## A thiol on an ethyl and on a benzyl carbon

A thiol group, S–H, is attached to different carbon carriers. In the table S1 is the lowest excited singlet state, and f(S1) is its oscillator strength, a measure of how strongly it absorbs. The HOMO is the highest occupied orbital and the LUMO the lowest empty one; the gap is their energy difference. The task is to forecast the C–S bond, S1 and the gap for the two carriers marked with question marks.

PySCF 2.14.0 with density fitting: CAM-B3LYP/def2-SVPD in the gas phase at PBE0-D3(BJ)/def2-SVP geometries, with vertical TDDFT singlets and core orbitals frozen in the response. Each carrier is given as SMILES, where * marks the bond to the thiol group, SH; the marked atom is the sulfur at that bond.

| carrier | formula | atoms on the carrying C | bond to the carrier (Å) | point group | sum of bond angles at the marked atom (°) | torsion about that bond, heaviest neighbours (°) | S1 (eV) | f(S1) | leading pair of S1 | HOMO-LUMO gap (eV) |
| --- | --- | --- | --- | --- | --- | --- | --- | --- | --- | --- |
| *c1ccc(C)cc1 | C7H8S | C C | 1.766 | C1 | 97 | 0 | 4.88 | 0.014 | HOMO to LUMO | 7.98 |
| *c1ccccc1 | C6H6S | C C | 1.766 | Cs | 97 | 0 | 5.01 | 0.011 | HOMO to LUMO | 8.17 |
| *c1ccsc1 | C4H4S2 | C C | 1.769 | C1 | 97 | 60 | 5.39 | 0.071 | HOMO to LUMO | 8.32 |
| *CB(O)O | CH5BO2S | B H H | 1.830 | C1 | 96 | 59 | 5.30 | 0.002 | HOMO to LUMO | 8.05 |
| *CC(C)=O | C3H6OS | C H H | 1.822 | C1 | 96 | 61 | 4.31 | 0.003 | HOMO to LUMO | 8.64 |
| *CCC | C3H8S | C H H | 1.819 | C1 | 97 | 64 | 5.48 | 0.007 | HOMO to LUMO | 9.14 |
| *CCN=C | C3H7NS | C H H | 1.816 | C1 | 96 | 65 | 4.95 | 0.002 | HOMO-1 to LUMO | 8.69 |
| *CC | C2H6S | C H H | ? | C1 | 97 | 64 | ? | ? | HOMO to LUMO | ? |
| *Cc1ccccc1 | C7H8S | C H H | ? | C1 | 96 | 54 | ? | ? | HOMO to LUMO+1 | ? |

### (a) Does the gap tell where S1 lies among the known carriers?

**Solution.** It does not: over the seven known carriers the correlation between the two is only 0.08. The ketone carrier, acetonyl, has the lowest S1, 4.31 eV, although its gap is wider than that of thiophenol. In the boronic acid the gap is 1.09 eV smaller than in propanethiol, but S1 is only 0.18 eV lower.

The reason lies in what the two quantities describe. With a functional of this kind, the gap is roughly the cost of taking an electron from one molecule and adding it to another, far away. In an excitation the electron stays near the hole it left, and their attraction lowers the cost. How much is saved depends on the shapes of the orbitals, and several orbital pairs may mix in one state. S1 can therefore be carried over from one molecule to another only if the same kind of excitation is lowest in both.

At least three kinds are at work here. In propanethiol, standard chemistry assigns S1 to an electron leaving the sulfur lone pair for an antibonding σ\* orbital with diffuse character. In the ketone and the imine, the C=O or C=N group is expected to bring its own low, weak n→π\* state. Their low S1 need not mean that the thiol has changed, although in the ketone the sulfur lone pair may take part.

In thiophenol the ring takes part. The sulfur lone pair overlaps with the ring's π orbitals, and the HOMO, spread over both, lies 0.57 eV above that of propanethiol. S1 is mainly HOMO to LUMO, with a share of HOMO-1 to LUMO+1. As in benzene, two such pairs contribute to the absorption with opposite signs. Here they cancel only in part, but this helps to explain why the low state absorbs weakly.

### (b) What should the ethyl and benzyl carriers give?

**Solution.** The bond comes first, because it needs only the type of carbon. A two-group model, fitted to the seven known carriers, gives 1.767 Å on aromatic carbon and 1.822 Å on saturated carbon. An aromatic carbon puts more s character into the bond, and s electrons are held closer to the nucleus, so the bond is shorter. Both new carriers bind sulfur through saturated carbon, hence 1.822 ± 0.010 Å for each; the range is a judgement.

Conjugation between sulfur and ring could also shorten the bond. In 3-thienyl, however, the S–H is twisted by 60°, which should leave about a quarter of the conjugation, since it scales roughly with the squared cosine of the twist. The bond is still only 0.003 Å longer than in thiophenol. This favours the type of carbon as the main cause, though the comparison also changes the ring.

Ethanethiol has the same light-absorbing group as propanethiol and lacks only a CH₂ in the chain. It therefore takes over propanethiol's values: S1 at 5.48 ± 0.13 eV and a gap of 9.14 ± 0.19 eV. The ranges are the shifts that a para-methyl group causes in thiophenol. A change in a saturated chain should matter less than one on a conjugated ring.

In the benzyl carrier a CH₂ stands between sulfur and ring. It interrupts direct conjugation, so S1 should lie above thiophenol's 5.01 eV. The excitation of a saturated thiol remains available, so S1 should not lie much above propanethiol's 5.48 eV. The forecast is the midpoint, with the two limits as its range:

$$E(\mathrm{S1})=\frac{5.01+5.48}{2}\ \text{eV}=5.245\ \text{eV}$$

For the benzyl gap, the ring supplies the LUMO and the saturated thiol the HOMO. Thiophenol's LUMO lies at 0.58 eV and propanethiol's HOMO at −8.16 eV, which gives 8.74 eV. The range is ± 0.29 eV, half the HOMO difference between these two thiols. If the parts still mix across the CH₂, the gap is more likely to come out narrower than wider.

For both carriers S1 should be weak, as it is in propanethiol and thiophenol, where f(S1) is 0.007 and 0.011. The forecast is f(S1) below 0.03, a limit set by judgement.

### (c) How do the forecasts compare with the calculation?

The withheld rows as computed:

| carrier | formula | atoms on the carrying C | bond to the carrier (Å) | point group | sum of bond angles at the marked atom (°) | torsion about that bond, heaviest neighbours (°) | S1 (eV) | f(S1) | leading pair of S1 | HOMO-LUMO gap (eV) |
| --- | --- | --- | --- | --- | --- | --- | --- | --- | --- | --- |
| *CC | C2H6S | C H H | 1.822 | C1 | 97 | 64 | 5.47 | 0.008 | HOMO to LUMO | 9.17 |
| *Cc1ccccc1 | C7H8S | C H H | 1.825 | C1 | 96 | 54 | 5.34 | 0.000 | HOMO to LUMO+1 | 8.50 |

**Solution.** The forecasts for bond, S1 and gap all fall within their ranges, but they are not equally good. The intensity forecast holds as well: f(S1) is 0.008 for ethyl and 0.000 for benzyl, both below 0.03.

Ethanethiol is the easy case. S1 is computed at 5.47 eV and the gap at 9.17 eV, both very close to propanethiol. This fits an excitation that sits around sulfur and hardly notices the end of the chain. The mean S1 of the known carriers, used without any chemistry, would have been 0.42 eV too low.

For benzyl, S1 is computed at 5.34 eV, so the midpoint was 0.10 eV too low. The value lies nearer to propanethiol than to thiophenol, but this does not show how much conjugation the CH₂ removes, since the lowest states of those two thiols differ in kind. Whether the benzyl state belongs mainly to the ring or to the sulfur lone pair remains open. The leading pair, HOMO to LUMO+1, does not decide it, because these labels give only the order of the orbitals in energy.

The benzyl gap is the weakest forecast. It is computed at 8.50 eV, so the estimate was 0.24 eV too wide and used up most of its range. The error has the sign expected from mixing: the C–S bond and the sulfur lone pair can still overlap with the ring's π orbitals, which can raise the HOMO and lower the LUMO. Both shifts are found: the HOMO lies 0.11 eV above propanethiol's, and the LUMO 0.12 eV below thiophenol's. Mixing is the likely cause, though it was not tested separately. The LUMOs used here also lie above zero energy, where an added electron is not bound, so the gaps depend on the basis set. The diffuse excited states of saturated thiols depend on the basis set and the functional too, and each carrier was computed in one conformer only.

The two bonds, 1.822 and 1.825 Å, follow the type of carbon. The benzyl carrier contains an aromatic ring, but sulfur is not attached to it, and the bond has the length found on saturated carbon. For a similar thiol, then, the atom that holds the sulfur is the guide to the bond, while S1 calls for a relative with the same light-absorbing group. The printed output below lists the fit and the misses.

Printed output of the fit:

```
fit of bond on 7 rows: constant 1.767 +/- 0.0028, coefficient of sp3 0.05475 +/- 0.0037; rms 0.00405, worst *CB(O)O -0.00825, leave-one-out rms 0.00544
  rows outside the fit (model, value, miss): *CC 1.822, 1.822, -0.00025; *Cc1ccccc1 1.822, 1.825, -0.00325
C-S bond, 3-thienyl less phenyl (Å): 0.003
correlation of S1 with gap, known rows: 0.07866
S1 of acetonyl below propyl (eV): 1.17
S1 of boronic acid below propyl (eV): 0.18
gap of boronic acid below propyl (eV): 1.09
HOMO of thiophenol above that of propanethiol (eV): 0.5725
ethyl S1 forecast (eV): 5.48
ethyl S1 error bar, the para-methyl shift (eV): 0.13
ethyl S1 computed (eV): 5.47
ethyl S1 forecast less computed (eV): 0.01
benzyl S1 forecast (eV): 5.245
benzyl S1 error bar, half the range (eV): 0.235
benzyl S1 computed (eV): 5.34
benzyl S1 forecast less computed (eV): -0.095
ethyl gap forecast (eV): 9.14
ethyl gap error bar, the para-methyl shift (eV): 0.19
ethyl gap computed (eV): 9.17
ethyl gap forecast less computed (eV): -0.03
benzyl gap forecast (eV): 8.74
benzyl gap error bar, half the HOMO difference (eV): 0.2862
benzyl gap computed (eV): 8.5
benzyl gap forecast less computed (eV): 0.2398
baseline, mean S1 of the known rows (eV): 5.046
baseline less computed S1, ethyl (eV): -0.4243
baseline less computed S1, benzyl (eV): -0.2943
```
